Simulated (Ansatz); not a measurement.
BaF$_{2}$ (fluorite)

```yaml
crystal:
  lattice:
    - [0.00000, 3.12321, 3.12321]
    - [3.12321, 0.00000, 3.12321]
    - [3.12321, 3.12321, 0.00000]
  atoms:
    - { symbol: Ba, position: [0.00000, 0.00000, 0.00000] }
    - { symbol: F, position: [0.25000, 0.25000, 0.25000] }
    - { symbol: F, position: [0.75000, 0.75000, 0.75000] }
```

In each cell atom 3 (F, nearest neighbour Ba at 2.705 Å; its periodic images, 4.4 Å or more away, move with it) moves by s·(-0.577, -0.577, 0.577) (towards the nearest neighbour), the rest being held.

Computed with PBE (plane waves to 420 eV, PAW, scalar-relativistic; Ansatz, a quantum-chemistry and plane-wave program). k mesh 7×7×7 (Γ-centred), Fermi-Dirac smearing 0.05 eV. E stands for the smeared free energy. BaF2 was relaxed with its symmetry unable to fall. The zero of ΔE is the undisplaced structure.

Question: Predict the ΔE (eV/cell) at s (Å) = -0.270, -0.162, -0.108, 0.054, 0.108.

Answer: 
| s (Å) | ΔE (eV/cell) |
|---|---|
| -0.270 | 0.0752 |
| -0.162 | 0.0295 |
| -0.108 | 0.0137 |
| 0.054 | 0.0039 |
| 0.108 | 0.0166 |

(A displaced cell: forces are minus the slopes of the energy, force constants its curvatures, and phonons follow from these.)
